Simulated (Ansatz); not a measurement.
Computed properties of C

```yaml
crystal:
  lattice:
    - [0.00000, 2.12700, 3.34800]
    - [1.22800, 0.00000, 3.34800]
    - [1.22800, 2.12700, 0.00000]
  atoms:
    - { symbol: C, position: [0.16667, 0.83333, 0.16667] }
    - { symbol: C, position: [0.83333, 0.16667, 0.83333] }
```

Atoms are numbered in the order listed.

The cell is COD entry 9000046, as deposited and not checked against the literature; nothing was relaxed.

The calculation used Ansatz 0.2.0, DFT, PBEsol, all-electron LAPW, scalar-relativistic.

The runs use a Γ-centred 18×18×18 k mesh, Fermi–Dirac smearing of 0.05 eV, basis error target 0.25 meV/atom, no spin polarisation.

| Property | Result |
| --- | --- |
| Band gap | none at this level of theory (metallic, semimetallic, or a small gap that the functional closes) |
| Stress xx, yy, zz (compression positive) | 1.45, 0.94, 1.79 GPa |
| Volume per atom | 8.74 Å³ |

Q: Density of states at the Fermi level (0.2 eV bin): what does the calculation give?

A: 0.00 states/eV per cell.

Q: Give the computed value. Pressure at this cell.

A: 13.9 kbar.
